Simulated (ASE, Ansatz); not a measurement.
# Σ5 (310)[001] symmetric tilt boundary in a ScIr-ScPd solid solution (80 atoms): support functions against a reference

Wanted: errors and times of a linear-scaling basis for Σ5 (310)[001] symmetric tilt boundary in a ScIr-ScPd solid solution (80 atoms). A setting counts as converged where the r.m.s. difference of forces stays under 1 % of the r.m.s. force.

Main program and level: Ansatz 0.2.0; Kohn-Sham DFT, PBE, PAW (set soft_2), plane waves.

### 1. Set-up

The cell holds 80 atoms: 40 Sc, 11 Pd and 29 Ir. Cell: a = 6.456 Å, b = 10.207 Å, c = 22.114 Å, α = 90.0°, β = 90.0°, γ = 90.0°. It derives from ScIr and ScPd. CsCl-type ScIr lattice (a = 3.2278 Å, the value set for the mixture); two grains mirrored in (310), tilt axis [001], misorientation 36.87 deg; 2 x 1 boundary periods, 1 lattice periods a grain, two boundaries a cell, upper grain shifted by [0.25, 0.5] of the boundary cell and opened by 0.85 Å, no atom removed; 11 of 40 Ir sites given to Pd at random (lattice constant by Vegard's rule between ScIr and ScPd); not relaxed, displaced by a Gaussian of 0.02 Å. Regions: lower grain, 40 atoms (20 Sc, 7 Pd and 13 Ir); upper grain, 40 atoms (20 Sc, 16 Ir and 4 Pd).

Limits known from the start: The host structure and its lattice constant were typed by rule, without a check against the phase diagram. The electron count is odd and the run has no spin polarisation. The levels lack spin–orbit coupling, which is large for the heavy elements here.

### 2. Plane-wave single point

The first run fixes the reference, at a cutoff of 420 eV.

File input.yaml:

```yaml
crystal:
  lattice:
    - [6.4556, 0.0, 0.0]
    - [0.0, 10.2072, 0.0]
    - [0.0, 0.0, 22.1144]
  atoms:
    - { symbol: Sc, position: [0.00569, 0.99866, 0.99977] }
    - { symbol: Pd, position: [0.25148, 0.9006, 0.0933] }
    - { symbol: Sc, position: [0.50069, 0.0013, 5.0e-05] }
    - { symbol: Pd, position: [0.75, 0.89848, 0.09355] }
    - { symbol: Sc, position: [0.00032, 0.70406, 0.04665] }
    - { symbol: Pd, position: [0.25049, 0.59987, 0.13859] }
    - { symbol: Sc, position: [0.49588, 0.70205, 0.04661] }
    - { symbol: Ir, position: [0.74778, 0.60028, 0.13879] }
    - { symbol: Sc, position: [0.00239, 0.40289, 0.09122] }
    - { symbol: Pd, position: [0.2457, 0.29863, 0.1835] }
    - { symbol: Sc, position: [0.50074, 0.40054, 0.09347] }
    - { symbol: Pd, position: [0.74572, 0.29925, 0.18409] }
    - { symbol: Sc, position: [0.9984, 0.1013, 0.13887] }
    - { symbol: Ir, position: [0.24807, 0.99845, 0.23049] }
    - { symbol: Sc, position: [0.50183, 0.09934, 0.13868] }
    - { symbol: Ir, position: [0.75357, 0.99935, 0.23041] }
    - { symbol: Sc, position: [0.99857, 0.79953, 0.18447] }
    - { symbol: Ir, position: [0.25035, 0.69936, 0.27793] }
    - { symbol: Sc, position: [0.50244, 0.79875, 0.18332] }
    - { symbol: Ir, position: [0.75224, 0.70024, 0.27683] }
    - { symbol: Sc, position: [0.00217, 0.50087, 0.23126] }
    - { symbol: Ir, position: [0.2468, 0.40368, 0.32232] }
    - { symbol: Sc, position: [0.50247, 0.5015, 0.23103] }
    - { symbol: Ir, position: [0.74921, 0.40044, 0.32358] }
    - { symbol: Sc, position: [0.99979, 0.19721, 0.27752] }
    - { symbol: Pd, position: [0.24309, 0.10142, 0.36895] }
    - { symbol: Sc, position: [0.49815, 0.19523, 0.27721] }
    - { symbol: Ir, position: [0.75223, 0.10118, 0.36984] }
    - { symbol: Sc, position: [0.99896, 0.90122, 0.32356] }
    - { symbol: Ir, position: [0.24593, 0.79716, 0.4143] }
    - { symbol: Sc, position: [0.50468, 0.8985, 0.32155] }
    - { symbol: Ir, position: [0.75063, 0.80067, 0.41673] }
    - { symbol: Sc, position: [0.99755, 0.59829, 0.36986] }
    - { symbol: Ir, position: [0.24316, 0.50187, 0.00054] }
    - { symbol: Sc, position: [0.49908, 0.60301, 0.369] }
    - { symbol: Pd, position: [0.75164, 0.49995, 0.00055] }
    - { symbol: Sc, position: [0.00029, 0.29872, 0.41577] }
    - { symbol: Ir, position: [0.25242, 0.19619, 0.04318] }
    - { symbol: Sc, position: [0.50869, 0.30179, 0.41486] }
    - { symbol: Ir, position: [0.75319, 0.20245, 0.04796] }
    - { symbol: Sc, position: [0.25125, 0.50235, 0.50074] }
    - { symbol: Ir, position: [0.50798, 0.40148, 0.86842] }
    - { symbol: Sc, position: [0.75333, 0.50076, 0.50001] }
    - { symbol: Ir, position: [0.99816, 0.40056, 0.86922] }
    - { symbol: Sc, position: [0.24697, 0.19851, 0.91556] }
    - { symbol: Ir, position: [0.49761, 0.09985, 0.82337] }
    - { symbol: Sc, position: [0.75291, 0.19954, 0.91651] }
    - { symbol: Ir, position: [0.00268, 0.10084, 0.82441] }
    - { symbol: Sc, position: [0.25287, 0.89929, 0.86948] }
    - { symbol: Pd, position: [0.5001, 0.80412, 0.77708] }
    - { symbol: Sc, position: [0.75139, 0.8993, 0.86877] }
    - { symbol: Ir, position: [0.00043, 0.79815, 0.77548] }
    - { symbol: Sc, position: [0.24794, 0.60191, 0.82209] }
    - { symbol: Ir, position: [0.50211, 0.50313, 0.73163] }
    - { symbol: Sc, position: [0.74636, 0.6039, 0.82329] }
    - { symbol: Pd, position: [0.00521, 0.49889, 0.72976] }
    - { symbol: Sc, position: [0.24877, 0.30155, 0.77726] }
    - { symbol: Ir, position: [0.49507, 0.19564, 0.68407] }
    - { symbol: Sc, position: [0.74771, 0.30226, 0.77615] }
    - { symbol: Ir, position: [0.00105, 0.19701, 0.68501] }
    - { symbol: Sc, position: [0.24813, 0.00036, 0.73191] }
    - { symbol: Ir, position: [0.49597, 0.89819, 0.63919] }
    - { symbol: Sc, position: [0.74662, 0.99591, 0.73012] }
    - { symbol: Ir, position: [0.99847, 0.89978, 0.63882] }
    - { symbol: Sc, position: [0.25048, 0.69917, 0.68245] }
    - { symbol: Ir, position: [0.50084, 0.59768, 0.59306] }
    - { symbol: Sc, position: [0.75056, 0.70082, 0.68426] }
    - { symbol: Ir, position: [0.99853, 0.59982, 0.59364] }
    - { symbol: Sc, position: [0.25692, 0.40026, 0.6385] }
    - { symbol: Ir, position: [0.49204, 0.30324, 0.54714] }
    - { symbol: Sc, position: [0.75199, 0.39438, 0.63917] }
    - { symbol: Pd, position: [0.00392, 0.29475, 0.54621] }
    - { symbol: Sc, position: [0.24756, 0.09944, 0.59148] }
    - { symbol: Pd, position: [0.4931, 0.99921, 0.49919] }
    - { symbol: Sc, position: [0.74984, 0.10114, 0.59242] }
    - { symbol: Ir, position: [9.0e-05, 0.99778, 0.50038] }
    - { symbol: Sc, position: [0.25452, 0.79755, 0.54554] }
    - { symbol: Ir, position: [0.49794, 0.70101, 0.91468] }
    - { symbol: Sc, position: [0.74993, 0.80081, 0.54655] }
    - { symbol: Ir, position: [0.9989, 0.69973, 0.91499] }
kpoints:
  mp_grid: { grid: [3, 2, 1] }
hamiltonian:
  xc: pbe
scf:
  occupations: { method: methfessel_paxton, width: 0.15 }
output:
  forces: true
  stress: true
  populations: true
  dos:
    method: { smearing: { sigma: 0.15 } }
    de: 0.1
    projected:
      site_lists:
        Ir: [Ir]
        Pd: [Pd]
        Sc: [Sc]
        lower_grain: [0, 1, 2, 3, 4, 5, 6, 7, 8, 9, 10, 11, 12, 13, 14, 15, 16, 17, 18, 19, 20, 21, 22, 23, 24, 25, 26, 27, 28, 29, 30, 31, 32, 33, 34, 35, 36, 37, 38, 39]
        upper_grain: [40, 41, 42, 43, 44, 45, 46, 47, 48, 49, 50, 51, 52, 53, 54, 55, 56, 57, 58, 59, 60, 61, 62, 63, 64, 65, 66, 67, 68, 69, 70, 71, 72, 73, 74, 75, 76, 77, 78, 79]
  eigenvalues: true
  write_density: true
  write_potential: true
  volumetric_format: npy
  elf: true
```

On the command line:

```console
ansatz run input.yaml --threads 8 --pin off --max-ram 15872MiB --backend cpu --events-out ev --progress --plain --runs-dir out
```

Numbers of over 12 decimals in the logs are rounded to 6 here.

Log:

```text
Engine: ansatz 0.2.0, aarch64-unknown-linux-gnu
Pseudopotentials: kind: paw
Pseudopotential: Sc, paw, valence charge 11, recommended cutoff 420 eV (normal), Sc.paw.azcp
Pseudopotential: Pd, paw, valence charge 18, recommended cutoff 420 eV (normal), Pd.paw.azcp
Pseudopotential: Ir, paw, valence charge 17, recommended cutoff 420 eV (normal), Ir.paw.azcp
[... 5 lines on functional and potentials left out ...]
Crystal: 80 atoms, lattice volume = 1457.197 Å³
Basis set: ecut = 420 eV, 28459 PW (Γ), exchange–correlation on 90×144×300 points (8 copies of the dense FFT grid, shifted against one another)
Bands: 679, of which v1, the nominal top of the filled ones, is band 566 counted from 1 (565 counted from 0)
Symmetry: 1 space group operations
Space group: P1 (ITA 1), of the structure as read, at distance tolerance 1.1e-4 Å
k-points: 4 of 6 (time reversal used)
[... 7 lines on functional and potentials left out ...]
Initial density: superposition of atomic densities (neutral atoms: chi_scale 0, normalization atom), corrected by the library's trained network
Initial wavefunctions: pseudopotential atomic-orbital guess
Functional: x = pbe(κ = 0.804, μ = 0.219515), c = pbe(β = 0.066725)
SCF iter   1: F=—  HF=-508319.061248 eV  |F-HF|=—  |Δ(HF+E_count)|=         —  Δρ=9.84e-3  dr2=5.55e0  ethr=1.77e-3  ⟨swp⟩=4.0  Hψ=8866  notcnv=0
preconditioner: auto → Kerker (q_TF=auto, 2.615 Å⁻¹)  [metal: Δε(μ)=0.020 eV  Ē_g=4.319 eV  σ=0.150 eV  W_gap=0.11  n_scr=438 (ndim 8)  ℏωp=21.6 eV  f_vac=0.000  D(μ)=38.20/eV (n_scr^D=264)]
SCF iter   2: F=—  HF=-508318.772969 eV  |F-HF|=—  |Δ(HF+E_count)|=   2.88e-1  S|Δr|=    0.00e0  Δρ=4.77e-3  dr2=1.79e0  ethr=4.90e-4  ⟨swp⟩=1.0  Hψ=3124  notcnv=0
SCF iter   3: F=—  HF=-508318.656344 eV  |F-HF|=—  |Δ(HF+E_count)|=   1.17e-1  S|Δr|=    0.00e0  Δρ=1.19e-3  dr2=5.77e-2  ethr=1.58e-4  ⟨swp⟩=2.0  Hψ=2657  notcnv=0
SCF iter   4: F=—  HF=-508318.650788 eV  |F-HF|=—  |Δ(HF+E_count)|=   5.56e-3  S|Δr|=    0.00e0  Δρ=4.51e-4  dr2=1.41e-2  ethr=5.10e-6  ⟨swp⟩=2.0  Hψ=4224  notcnv=0
SCF iter   5: F=—  HF=-508318.649626 eV  |F-HF|=—  |Δ(HF+E_count)|=   1.16e-3  S|Δr|=    0.00e0  Δρ=1.33e-4  dr2=1.16e-3  ethr=1.25e-6  ⟨swp⟩=2.0  Hψ=3230  notcnv=0
SCF iter   6: F=—  HF=-508318.649552 eV  |F-HF|=—  |Δ(HF+E_count)|=   7.40e-5  S|Δr|=    0.00e0  Δρ=5.13e-5  dr2=1.13e-4  ethr=1.02e-7  ⟨swp⟩=2.0  Hψ=2554  notcnv=0
SCF iter   7: F=—  HF=-508318.649544 eV  |F-HF|=—  |Δ(HF+E_count)|=   8.37e-6  S|Δr|=    0.00e0  Δρ=1.88e-5  dr2=1.78e-5  ethr=1.00e-8  ⟨swp⟩=2.0  Hψ=3319  notcnv=0
SCF iter   8: F=—  HF=-508318.649838 eV  |F-HF|=—  |Δ(HF+E_count)|=   2.95e-4  S|Δr|=    0.00e0  Δρ=7.36e-6  dr2=2.99e-6  ethr=1.58e-9  ⟨swp⟩=2.0  Hψ=3866  notcnv=0
SCF iter   9: F=—  HF=-508318.649838 eV  |F-HF|=—  |Δ(HF+E_count)|=   1.21e-7  S|Δr|=    0.00e0  Δρ=3.20e-6  dr2=3.31e-7  ethr=2.65e-10  ⟨swp⟩=2.0  Hψ=3162  notcnv=0
SCF iter  10: F=-508318.649838 eV  HF=-508318.649838 eV  |F-HF|=2.65e-8  |Δ(HF+E_count)|=   2.30e-8  S|Δr|=    0.00e0  Δρ=1.04e-6  dr2=3.66e-8  ethr=8.84e-12  ⟨swp⟩=12.5  Hψ=16004  notcnv=0
SCF 1 converged in 10 iterations: F = -508318.649838 eV  dr2 = 3.66e-8
  greatest PAW one-centre occupation: 1.000 electrons in one spin orbital (limit 2), on the Ir atom at site 7 (counted from 0), in its partial waves of l = 0
SCF converged after 10 iterations
Stability not checked: this state was not tested for a lower state beside it, because cold or Methfessel-Paxton smearing, or corrected tetrahedra, fill the levels in a way that the test cannot read (fill_not_monotonic; see scf.lower_state_search)
Free energy (F): -508318.649838 eV
Harris-Foulkes:  -508318.649838 eV  (|F-HF|=2.65e-8)
Internal energy: -508318.674386 eV  (E = F + TS)
E sigma→0 (E₀):  -508318.655975 eV
Entropy (-TS):   0.024548 eV (0.307 meV/atom)
Fermi energy:    15.593198 eV
Step filling:    the computed levels leave a gap of 0.0035 eV = 0.0 smearing widths at the electron count; against every level under it full and every level over it empty, smearing changes F+E_penalty+E_count by +2.571 meV and its σ→0 estimate by -3.566 meV
--- Per-component energies (eV) ---
  E_band       = -13357.971746
  E_kinetic    = 34198.630056
  E_local      = -104096.680687  (includes V_loc(G=0)·N_el)
  E_nonlocal   = 7789.591946
  E_hartree    = 39983.948348
  E_xc         = -13824.601331
  E_vxc        = -16227.488106  (∫ρ·V_xc dr)
  E_paw        = -346945.698849  (= ΣΔE_a)
  E_vpaw       = -14989.918539  (= ΣTr[D̂ρ^β])
  E_aug_tail   = 0.004305  (compensation charges beyond the density's cutoff)
  E_ewald      = -125423.868175
  E_smearing   = 0.024548  (= −TS)
  E_closure    = 0.000000  (closes the sum)
  Σ components = -508318.649838   (vs F -508318.649838, Δ=0.00e0)
--- Forces (eV/Å), atoms counted from 1 ---
  atom   1  Sc    -0.16605918     0.09806927    -0.00075498
  atom   2  Pd    -0.05970077     0.22505289    -0.03131945
  atom   3  Sc     0.11389294     0.02395434    -0.03917367
  atom   4  Pd     0.03056269     0.25444652    -0.10633339
  atom   5  Sc     0.00766049    -1.05030339    -1.38945845
  atom   6  Pd    -0.02955443     0.10208433     0.01221637
  atom   7  Sc     0.03315329    -1.00074223    -1.50214067
  atom   8  Ir     0.12694779     0.15208025    -0.08561986
  atom   9  Sc    -0.02808858    -0.08454478    -1.26699932
  atom  10  Pd     0.16420672     0.06187520     0.26413110
  atom  11  Sc    -0.10153999     0.00956196    -1.59969630
  atom  12  Pd     0.19831963     0.08832334     0.30259071
  atom  13  Sc     0.12028593     0.11814077    -0.50501584
  atom  14  Ir     0.12619239    -0.06741924    -0.12782220
[...]
atom  79  Sc     0.35080395     0.25205997    -1.00223158
  atom  80  Ir     0.26140640    -0.26413330     0.01373228
  max |Σ_I F_I| component: 7.84e-6 eV/Å
--- Stress (GPa, compression-positive) ---
       -2.943896       0.028988      -0.049428
        0.028988      -1.482050      -0.025419
       -0.049428      -0.025419      -1.785595
  P = ⅓ Tr σ = -2.0705 GPa (-20.705 kbar)
--- Band table (eV) ---
  k-point 0: bands = ["-76.3597", "-76.3481", "-76.3185", "-76.3170", [... 663 levels ...], "17.9320", "17.9368", "17.9888", "17.9948", "18.0135", "18.0267", "18.0395", "18.0680", "18.0891", "18.1005", "18.1252", "18.1518"]
[...]
--- Löwdin populations: 80 sites ---
  site symbol       q [e]
     0     Sc     10.8597
     1     Pd     17.2534
     2     Sc     10.8611
[...]
79     Ir     17.1360
  spilling = 0.010018 (of n_electrons = 1131.000000)
```

Run time: 4.3 min. Hardware: 8 threads of Arm Neoverse V1, shared host; peak memory 8.5 GiB.

The program notes that it cut back its work space to fit the memory limit.

Numbers from this run:

| Item | Value |
| --- | --- |
| free energy | -508318.6498 eV |
| free energy per atom | -6353.9831 eV/atom |
| SCF cycles | 10 |
| pressure | -2.071 GPa |
| r.m.s. force component | 0.4459 eV/Å |
| longest force | 1.805 eV/Å |
| Fermi energy | 15.59 eV |
| levels partly filled by over 2 per cent | 25 |
| spilling of the projection | 0.01002 |

The r.m.s. force component of 0.45 eV/Å sets the scale for the differences below.

### 3. Support functions low

The cell is solved in localised support functions. The level low gives here a grid of 30×48×108 points and a radius of 3.95 Å.

This step: Kohn-Sham DFT, PBE, PAW (set soft_2), localised support functions (low) (Ansatz 0.2.0).

input.yaml, the sections that differ from step 2:

```yaml
scf:
  occupations: { method: methfessel_paxton, width: 0.15 }
  eigensolver: { kind: { support_functions: { accuracy: low } } }
  mixing: { beta: 0.2 }
  max_iter: 150
output:
  forces: true
  eigenvalues: true
# crystal, kpoints, hamiltonian: as in step 2
```

Log:

```text
Warning: scf.eigensolver.kind.support_functions: disabling space-group detection — the functions' gradient is summed over unrotated k-points, so no spatial operation reduces the k-mesh or symmetrises the density; time reversal is kept, so that k and −k are solved as one point where they differ and the mesh holds both, and exact exchange and, on two spinor components, a DFT+U term hold to it where the run has them: [...]
settings of this run that can trade accuracy for cost: scf.eigensolver.kind.support_functions; scf.eigensolver.kind.support_functions.accuracy: low [...]
[...]
Crystal: 80 atoms, lattice volume = 1457.197 Å³
Basis set: ecut = 420 eV, 28459 PW (Γ), exchange–correlation on 90×144×300 points (8 copies of the dense FFT grid, shifted against one another)
Bands: 679, of which v1, the nominal top of the filled ones, is band 566 counted from 1 (565 counted from 0)
Symmetry: 1 space group operations
k-points: 4 of 6 (time reversal used)
[...]
Eigensolver: Support functions (low, 30×48×108 points, laid for a spacing of at most 0.220337 Å, radius 3.945837 Å, 2 species' potentials softened for the grid, 3 wholly corrected for its errors in the mean over positions, 3 with the egg-box correction, energy correction by stochastic trace)
[...]
SCF iter   1: F=—  HF=-508621.681809 eV  |F-HF|=—  |Δ(HF+E_count)|=         —  Δρ=3.73e-1  dr2=6.35e3  ethr=1.00e-1
[...]
SCF iter  18: F=—  HF=-508318.656772 eV  |F-HF|=—  |Δ(HF+E_count)|=   6.77e-3  S|Δr|=    0.00e0  Δρ=2.95e-5  dr2=1.96e-5  ethr=3.39e-9  κ⁻¹=1.3e-4(r=7)
SCF iter  19: F=-508318.662829 eV  HF=-508318.662834 eV  |F-HF|=4.66e-6  |Δ(HF+E_count)|=   6.06e-3  S|Δr|=    0.00e0  Δρ=1.69e-5  dr2=8.53e-6  ethr=1.74e-9
SCF 1 converged in 19 iterations: F = -508318.801729 eV  dr2 = 8.53e-6
[...]
SCF converged after 19 iterations
[...]
Free energy (F): -508318.801729 eV
[...]
Internal energy: -508318.826549 eV  (E = F + TS)
E sigma→0 (E₀):  -508318.807934 eV
Entropy (-TS):   0.024820 eV (0.310 meV/atom)
Fermi energy:    15.593821 eV
[...]
Σ components = -508318.801729   (vs F -508318.801729, Δ=0.00e0)
--- Forces (eV/Å), atoms counted from 1 ---
  atom   1  Sc    -0.16540757     0.09997747    -0.00010618
  atom   2  Pd    -0.05910935     0.22393428    -0.03001216
  atom   3  Sc     0.11419117     0.02497781    -0.03889455
  atom   4  Pd     0.03061344     0.25443879    -0.10243982
[...]
atom  80  Ir     0.26144767    -0.26324738     0.01102118
  max |Σ_I F_I| component: 7.00e-3 eV/Å
--- Band table (eV) ---
[...]
```

Elapsed: 3.8 min, on 8 threads; peak memory 4.7 GiB.

The program notes that the band table was not solved further than the SCF left it and it switched symmetry off.

Keys that differ from the reference: support_functions.accuracy = "low", scf.max_iter = 150 and scf.mixing.beta = 0.2.

Forces differ from the reference by 1.3 meV/Å r.m.s., 0.29 % of their size, well within a tolerance of 1 %; the energy by -1.9 meV/atom.

### 4. Support functions medium

The level medium is asked for. Here it resolves to the same grid and radius as in the run with support functions low, so the basis is not new.

This step: Kohn-Sham DFT, PBE, PAW (set soft_2), localised support functions (medium) (Ansatz 0.2.0).

input.yaml, the sections that differ from step 3:

```yaml
scf:
  occupations: { method: methfessel_paxton, width: 0.15 }
  eigensolver: { kind: { support_functions: { accuracy: medium } } }
  mixing: { beta: 0.2 }
  max_iter: 150
# crystal, kpoints, hamiltonian, output: as in step 3
```

Log:

```text
[...]
Crystal: 80 atoms, lattice volume = 1457.197 Å³
Basis set: ecut = 420 eV, 28459 PW (Γ), exchange–correlation on 90×144×300 points (8 copies of the dense FFT grid, shifted against one another)
Bands: 679, of which v1, the nominal top of the filled ones, is band 566 counted from 1 (565 counted from 0)
Symmetry: 1 space group operations
k-points: 4 of 6 (time reversal used)
[...]
Eigensolver: Support functions (medium, 30×48×108 points, laid for a spacing of at most 0.220337 Å, radius 3.945837 Å, 2 species' potentials softened for the grid, 3 wholly corrected for its errors in the mean over positions, 3 with the egg-box correction, energy correction by stochastic trace)
[...]
SCF iter   1: F=—  HF=-508621.681809 eV  |F-HF|=—  |Δ(HF+E_count)|=         —  Δρ=3.73e-1  dr2=6.35e3  ethr=1.00e-1
[...]
SCF iter  20: F=—  HF=-508318.668298 eV  |F-HF|=—  |Δ(HF+E_count)|=   5.46e-3  S|Δr|=    0.00e0  Δρ=1.14e-5  dr2=2.79e-6  ethr=7.54e-10  κ⁻¹=1.6e-5(r=7)
SCF iter  21: F=-508318.668298 eV  HF=-508318.668298 eV  |F-HF|=4.67e-7  |Δ(HF+E_count)|=   1.30e-7  S|Δr|=    0.00e0  Δρ=5.98e-6  dr2=8.17e-7  ethr=2.46e-10
SCF 1 converged in 21 iterations: F = -508318.801856 eV  dr2 = 8.17e-7
[...]
SCF converged after 21 iterations
[...]
Free energy (F): -508318.801856 eV
[...]
Internal energy: -508318.826688 eV  (E = F + TS)
E sigma→0 (E₀):  -508318.808064 eV
Entropy (-TS):   0.024832 eV (0.310 meV/atom)
Fermi energy:    15.593769 eV
[...]
Σ components = -508318.801856   (vs F -508318.801856, Δ=0.00e0)
--- Forces (eV/Å), atoms counted from 1 ---
  atom   1  Sc    -0.16539245     0.10014859     0.00005756
  atom   2  Pd    -0.05912612     0.22412987    -0.03006567
  atom   3  Sc     0.11417716     0.02518119    -0.03862016
  atom   4  Pd     0.03061400     0.25451994    -0.10261565
[...]
atom  80  Ir     0.26149769    -0.26366171     0.01152782
  max |Σ_I F_I| component: 7.71e-3 eV/Å
--- Band table (eV) ---
[...]
```

Elapsed: 4.2 min, on 8 threads; peak memory 4.7 GiB; 32 min of CPU time.

Keys that differ from the reference: support_functions.accuracy = "medium", scf.max_iter = 150 and scf.mixing.beta = 0.2.

Forces differ from the reference by 1.2 meV/Å r.m.s., 0.27 % of their size, well within a tolerance of 1 %; the energy by -1.9 meV/atom.

[end of part 1 of 2]

[Logs are printed without paths, hosts, clocks, repeated set-up lines and the standing remarks that a program may print on its own settings, such as how far it seeks lower states.]

[Hosts, paths, dates, database ids (printed as entryN), source tags and the programs' standing remarks are cut or masked in the printed files.]
